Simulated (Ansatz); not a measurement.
**TiAl: a sweep of the smearing**

How much do the results for TiAl depend on the smearing?

Computed with Ansatz 0.2.0 (DFT, PBE, all-electron LAPW, scalar-relativistic, unless a step's input says otherwise).

## (1) The system as given

The structure is tetragonal, space group P4/mmm (No. 123). Conventional cell: a = 2.837 Å, b = 2.837 Å, c = 4.059 Å, α = 90.00°, β = 90.00°, γ = 90.00°. Ti (site symmetry 4/mmm) has 4 Ti at 2.84 Å and 8 Al at 2.85 Å as nearest neighbours. Al (site symmetry 4/mmm) is surrounded by 4 Al at 2.84 Å and 8 Ti at 2.85 Å.

Coordinates:

```
CELL_PARAMETERS angstrom
2.83730 0.00000 0.00000
0.00000 2.83730 0.00000
0.00000 0.00000 4.05910
ATOMIC_POSITIONS crystal
Ti 0.00000 0.00000 0.00000
Al 0.50000 0.50000 0.50000
```

The geometry is a database entry used as it stands. It may stem from high pressure or temperature, or be incomplete, so it serves as a test cell.

Atoms are numbered in the order of the input: Ti1, Al2.

## (2) With cold smearing of 0.15 eV

Input file input.yaml:

```yaml
crystal:
  lattice:
    - [2.8373, 0.0, 0.0]
    - [0.0, 2.8373, 0.0]
    - [0.0, 0.0, 4.0591]
  atoms:
    - { symbol: Ti, position: [0.0, 0.0, 0.0] }
    - { symbol: Al, position: [0.5, 0.5, 0.5] }
kpoints:
  mp_grid: { grid: [12, 12, 8] }
scf:
  occupations: { method: cold, width: 0.15 }
hamiltonian:
  xc: pbe
  pseudopotentials: { kind: all_electron, lapw: { basis_error: 0.001 } }
output:
  forces: true
  stress: true
  eigenvalues: true
```

Log, shortened:

```text
LAPW: plane waves up to 7.768 Å⁻¹, error target 1.0e-3 eV per atom; small_component_spin mean_spin; Al in spheres of 1.419 Å, 11 of its electrons in bands, Dirac shells []; Ti in spheres of 1.419 Å, 12 of its electrons in bands, Dirac shells []
[...]
Pseudopotentials: kind: all_electron
Pseudopotential: Ti, LAPW, valence charge 12, Koelling and Harmon's equation, gaussian nucleus
Pseudopotential: Al, LAPW, valence charge 11, Koelling and Harmon's equation, gaussian nucleus
Functional definition: PBE
[...]
Crystal: 2 atoms, lattice volume = 32.677 Å³
Basis set: ecut = 229.91214063438255 eV, 255 PW (Γ), exchange–correlation at level 2
Bands: 16, of which v1, the nominal top of the filled ones, is band 12 counted from 1 (11 counted from 0)
Symmetry: 16 space group operations
Space group: P4/mmm (ITA 123), of the structure as read, at distance tolerance 3.2e-5 Å
k-points: 140 of 1152
[...]
SCF iter   1: F=—  HF=-29841.838176 eV  |F-HF|=—  |Δ(HF+E_count)|=         —  Δρ=2.03e-2  dr2=1.64e-1  ethr=7.14e-4  ⟨swp⟩=2.8  Hψ=15979  notcnv=0
[...]
the basis was enlarged: its passes take 316.9 KiB over the memory plan, 1 of 1 planned eigensolver slots
[...]
SCF iter   7: F=-29841.667323 eV  HF=-29841.667323 eV  |F-HF|=5.12e-8  |Δ(HF+E_count)|=   2.36e-7  S|Δr|=    0.00e0  Δρ=8.01e-6  dr2=4.98e-8  ethr=2.11e-9  ⟨swp⟩=2.9  Hψ=6695  notcnv=0
[...]
SCF converged after 7 iterations
Stability not checked: this state was not tested for a lower state beside it, because cold or Methfessel-Paxton smearing, or corrected tetrahedra, fill the levels in a way that the test cannot read (fill_not_monotonic; see scf.lower_state_search)
Free energy (F): -29841.667323 eV
[...]
E sigma→0 (E₀):  -29841.668729 eV
Entropy (-TS):   0.004219 eV (2.110 meV/atom)
Fermi energy:    12.028704 eV
[...]
--- Forces (eV/Å), atoms counted from 1 ---
  atom   1  Ti     0.00000000     0.00000000     0.00000000
  atom   2  Al     0.00000000     0.00000000     0.00000000
[...]
--- Stress (GPa, compression-positive) ---
       -0.933805       0.000000       0.000000
        0.000000      -0.933805       0.000000
        0.000000       0.000000      -0.513281
  P = ⅓ Tr σ = -0.7936 GPa (-7.936 kbar)
--- Band table (eV; the first three rows and the last of 140) ---
  k-point 0: bands = ["-90.4035", "-51.8677", "-51.8677", "-51.8341", "-44.5817", "-20.9805", "-20.5560", "-20.5560", "3.0516", "10.2142", "11.2060", "11.7502", "14.1658", "14.1658", "15.2871", "18.2423"]
[...]
```

Wall time 9.7 s (1 thread, shared host).

In short: pressure -0.79 GPa; no gap.

## (3) With Gaussian smearing of 0.2 eV

input.yaml: that of step 2 with these lines changed.

```diff
@@ -11,3 +11,3 @@
 scf:
-  occupations: { method: cold, width: 0.15 }
+  occupations: { method: gaussian, width: 0.2 }
 hamiltonian:
```

Log, shortened:

```text
LAPW: plane waves up to 7.768 Å⁻¹, error target 1.0e-3 eV per atom; small_component_spin mean_spin; Al in spheres of 1.419 Å, 11 of its electrons in bands, Dirac shells []; Ti in spheres of 1.419 Å, 12 of its electrons in bands, Dirac shells []
[...]
[... 4 set-up lines as earlier in the session ...]
[...]
Crystal: 2 atoms, lattice volume = 32.677 Å³
Basis set: ecut = 229.91214063438255 eV, 255 PW (Γ), exchange–correlation at level 2
Bands: 16, of which v1, the nominal top of the filled ones, is band 12 counted from 1 (11 counted from 0)
[... 2 set-up lines as earlier in the session ...]
k-points: 140 of 1152
[...]
SCF iter   7: F=-29841.686199 eV  HF=-29841.686199 eV  |F-HF|=9.13e-9  |Δ(HF+E_count)|=   2.28e-8  Δρ=4.59e-6  dr2=1.24e-8  ethr=4.20e-9  ⟨swp⟩=2.1  Hψ=6450  notcnv=0
[...]
SCF converged after 7 iterations
Free energy (F): -29841.686199 eV
[...]
E sigma→0 (E₀):  -29841.668542 eV
Entropy (-TS):   -0.035312 eV (-17.656 meV/atom)
Fermi energy:    12.050668 eV
[...]
--- Forces (eV/Å), atoms counted from 1 ---
  atom   1  Ti    -0.00000000     0.00000000     0.00000000
  atom   2  Al    -0.00000000    -0.00000000     0.00000000
[...]
--- Stress (GPa, compression-positive) ---
       -0.877807       0.000000       0.000000
        0.000000      -0.877807       0.000000
        0.000000       0.000000      -0.401761
  P = ⅓ Tr σ = -0.7191 GPa (-7.191 kbar)
--- Band table (eV; the first three rows and the last of 140) ---
  k-point 0: bands = ["-90.4058", "-51.8702", "-51.8702", "-51.8364", "-44.5766", "-20.9709", "-20.5538", "-20.5538", "3.0520", "10.2158", "11.2054", "11.7505", "14.1708", "14.1708", "15.2873", "18.2460"]
[...]
```

Run time: 10 s. Hardware: 1 thread, shared host.

In short: pressure -0.72 GPa; no gap.

## (4) With Fermi–Dirac smearing of 0.28 eV

input.yaml: that of step 3 with these lines changed.

```diff
@@ -11,3 +11,3 @@
 scf:
-  occupations: { method: gaussian, width: 0.2 }
+  occupations: { method: fermi_dirac, width: 0.28 }
 hamiltonian:
```

Log, shortened:

```text
LAPW: plane waves up to 7.768 Å⁻¹, error target 1.0e-3 eV per atom; small_component_spin mean_spin; Al in spheres of 1.419 Å, 11 of its electrons in bands, Dirac shells []; Ti in spheres of 1.419 Å, 12 of its electrons in bands, Dirac shells []
band count auto-derived: 17 (N_el = 23.0; filled up to band 12; 16 by the electrons, moments and atoms)
[...]
[... 4 set-up lines as earlier in the session ...]
[...]
Crystal: 2 atoms, lattice volume = 32.677 Å³
Basis set: ecut = 229.91214063438255 eV, 255 PW (Γ), exchange–correlation at level 2
Bands: 17, of which v1, the nominal top of the filled ones, is band 12 counted from 1 (11 counted from 0)
[... 1 set-up line as earlier in the session ...]
[...]
SCF iter   7: F=-29841.892999 eV  HF=-29841.892999 eV  |F-HF|=2.35e-9  |Δ(HF+E_count)|=   1.49e-7  Δρ=3.19e-6  dr2=2.44e-9  ethr=2.51e-9  ⟨swp⟩=2.0  Hψ=6911  notcnv=0
[...]
SCF converged after 7 iterations
Free energy (F): -29841.892999 eV
[...]
E sigma→0 (E₀):  -29841.672898 eV
Entropy (-TS):   -0.440203 eV (-220.101 meV/atom)
Fermi energy:    12.118362 eV
[...]
--- Forces (eV/Å), atoms counted from 1 ---
  atom   1  Ti    -0.00000000     0.00000000     0.00000000
  atom   2  Al     0.00000000    -0.00000000     0.00000000
[...]
--- Stress (GPa, compression-positive) ---
        0.021980       0.000000       0.000000
        0.000000       0.021980       0.000000
        0.000000       0.000000       0.540231
  P = ⅓ Tr σ = 0.1947 GPa (1.947 kbar)
--- Band table (eV; the first three rows and the last of 140) ---
  k-point 0: bands = ["-90.4186", "-51.8829", "-51.8829", "-51.8503", "-44.5330", "-20.9024", "-20.5277", "-20.5277", "3.0550", "10.2284", "11.2095", "11.7523", "14.2095", "14.2095", "15.2989", "18.2748", "20.2860"]
[...]
```

Wall time 9.8 s (1 thread, shared host).

This run gives: pressure 0.19 GPa; no gap.

## (5) With Fermi–Dirac smearing of 0.15 eV

input.yaml: that of step 4 with these lines changed.

```diff
@@ -11,3 +11,3 @@
 scf:
-  occupations: { method: fermi_dirac, width: 0.28 }
+  occupations: { method: fermi_dirac, width: 0.15 }
 hamiltonian:
```

Log, shortened:

```text
LAPW: plane waves up to 7.768 Å⁻¹, error target 1.0e-3 eV per atom; small_component_spin mean_spin; Al in spheres of 1.419 Å, 11 of its electrons in bands, Dirac shells []; Ti in spheres of 1.419 Å, 12 of its electrons in bands, Dirac shells []
[...]
[... 4 set-up lines as earlier in the session ...]
[...]
Crystal: 2 atoms, lattice volume = 32.677 Å³
Basis set: ecut = 229.91214063438255 eV, 255 PW (Γ), exchange–correlation at level 2
Bands: 16, of which v1, the nominal top of the filled ones, is band 12 counted from 1 (11 counted from 0)
[... 2 set-up lines as earlier in the session ...]
k-points: 140 of 1152
[...]
SCF iter   7: F=-29841.734392 eV  HF=-29841.734392 eV  |F-HF|=2.62e-10  |Δ(HF+E_count)|=   1.29e-7  Δρ=3.40e-6  dr2=4.39e-9  ethr=4.47e-9  ⟨swp⟩=2.0  Hψ=6537  notcnv=0
[...]
SCF converged after 7 iterations
Free energy (F): -29841.734392 eV
[...]
E sigma→0 (E₀):  -29841.669148 eV
Entropy (-TS):   -0.130489 eV (-65.245 meV/atom)
Fermi energy:    12.077669 eV
[...]
--- Forces (eV/Å), atoms counted from 1 ---
  atom   1  Ti    -0.00000000     0.00000000     0.00000000
  atom   2  Al     0.00000000     0.00000000     0.00000000
[...]
--- Stress (GPa, compression-positive) ---
       -0.699267       0.000000       0.000000
        0.000000      -0.699267       0.000000
        0.000000       0.000000      -0.169315
  P = ⅓ Tr σ = -0.5226 GPa (-5.226 kbar)
--- Band table (eV; the first three rows and the last of 140) ---
  k-point 0: bands = ["-90.4103", "-51.8748", "-51.8748", "-51.8411", "-44.5653", "-20.9519", "-20.5477", "-20.5477", "3.0528", "10.2192", "11.2056", "11.7510", "14.1812", "14.1812", "15.2895", "18.2537"]
[...]
```

Run time: 9.2 s. Hardware: 1 thread, shared host.

In short: pressure -0.52 GPa; no gap.

## (6) With tetrahedron filling

input.yaml: that of step 5 with these lines changed.

```diff
@@ -11,3 +11,3 @@
 scf:
-  occupations: { method: fermi_dirac, width: 0.15 }
+  occupations: { method: tetrahedron }
 hamiltonian:
```

Log, shortened:

```text
Warning: output.forces, output.stress, relax.cell or npt_langevin: where a Kohn–Sham band that disperses or a degenerate level is filled in part under the method tetrahedron, the forces or the stress that this run publishes need not agree with its energy (scf.occupations.method in the [...]
LAPW: plane waves up to 7.768 Å⁻¹, error target 1.0e-3 eV per atom; small_component_spin mean_spin; Al in spheres of 1.419 Å, 11 of its electrons in bands, Dirac shells []; Ti in spheres of 1.419 Å, 12 of its electrons in bands, Dirac shells []
[...]
[... 4 set-up lines as earlier in the session ...]
[...]
davidson cushion auto → on  (no smearing: the cushion is to keep the highest requested band from converging to the state above it; pin scf.eigensolver.cushion to override)
Crystal: 2 atoms, lattice volume = 32.677 Å³
[...]
SCF converged after 7 iterations
Stability not checked: this state was not tested for a lower state beside it, because cold or Methfessel-Paxton smearing, or corrected tetrahedra, fill the levels in a way that the test cannot read (fill_not_monotonic; see scf.lower_state_search)
Free energy (F): -29841.669380 eV
[...]
E sigma→0 (E₀):  -29841.669380 eV
Entropy (-TS):   0.000022 eV (0.011 meV/atom)
Fermi energy:    12.057455 eV
[...]
--- Forces (eV/Å), atoms counted from 1 ---
  atom   1  Ti    -0.00000000     0.00000000     0.00000000
  atom   2  Al     0.00000000     0.00000000     0.00000000
[...]
--- Stress (GPa, compression-positive) ---
       -0.978643       0.000000       0.000000
        0.000000      -0.978643       0.000000
        0.000000       0.000000      -0.345412
  P = ⅓ Tr σ = -0.7676 GPa (-7.676 kbar)
--- Band table (eV; the first three rows and the last of 140) ---
  k-point 0: bands = ["-90.4049", "-51.8693", "-51.8693", "-51.8350", "-44.5779", "-20.9766", "-20.5524", "-20.5524", "3.0504", "10.2164", "11.2087", "11.7498", "14.1693", "14.1693", "15.2906", "18.2434"]
[...]
```

Run time: 8.1 s. Hardware: 1 thread, shared host.

## (7) The sweep in one table

```
                       smearing  energy from the first row (meV/atom)  SCF cycles, all passes   time
       cold smearing of 0.15 eV                                  0.00                       7  9.7 s
    Gaussian smearing of 0.2 eV                                  0.09                       7   10 s
Fermi–Dirac smearing of 0.28 eV                                 -2.08                       7  9.8 s
Fermi–Dirac smearing of 0.15 eV                                 -0.21                       7  9.2 s
            tetrahedron filling                                 -0.33                       7  8.1 s
```

Energies are those extrapolated to zero smearing.

## (8) Results

| quantity | value |
| --- | --- |
| largest change of energy from «cold smearing of 0.15 eV» (zero smearing) | -2.1 meV/atom (Fermi–Dirac smearing of 0.28 eV) |
| pressure, lowest to highest (LAPW) | -0.79 to 0.19 GPa |

What this shows: Across the runs the energy spans 2.2 meV/atom. The pressure spans 0.99 GPa (LAPW, the tetrahedron run left out, since its derivatives are unreliable).
